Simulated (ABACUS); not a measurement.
## MgB2 under changes of volume

One of the cells (9.679 Å³/atom); the others are scaled copies at fixed shape and fractional positions:

```
CELL_PARAMETERS angstrom
3.08500 0.00000 0.00000
-1.54250 2.67169 0.00000
0.00000 0.00000 3.52300
ATOMIC_POSITIONS crystal
Mg 0.00000 0.00000 0.00000
B 0.66667 0.33333 0.50000
B 0.33333 0.66667 0.50000
```

```yaml
Program: ABACUS 3.10.1
Functional: PBEsol
Potentials_or_basis: PseudoDojo NC SR 0.4.1 PBEsol standard
Cutoff: 1143 eV
Density_cutoff: 4572 eV
Basis: plane waves
k_mesh: 10 × 10 × 8
Occupations: fermi-dirac, width 0.05 eV
Spin: no spin polarisation
```

```tsv
volume (Å³/atom)	energy over the lowest point (meV/atom)	pressure (GPa)
9.098	9.32	7.4
9.292	2.54	3.8
9.485	0.00	0.4
9.679	1.34	-2.6
9.873	?	?
10.066	14.27	-8.0
10.260	25.27	-10.3
```

What does the run at 9.873 Å³/atom give?

Energy over the lowest point 6.20 meV/atom; pressure -5.4 GPa.

Worked out: A Birch-Murnaghan fit of order 3 (a polynomial in V^(-2/3)) to the other rows has its minimum at 9.51 Å³/atom with B0 = V·E''(V) = 155 GPa and B' = 3.6 at fixed shape and positions, which overstates the stiffness. It gives 6.22 meV/atom at 9.873 Å³/atom, against the run's 6.20, and -dE/dV = -5.4 GPa, against -5.4.

Energies are extrapolated to zero smearing.
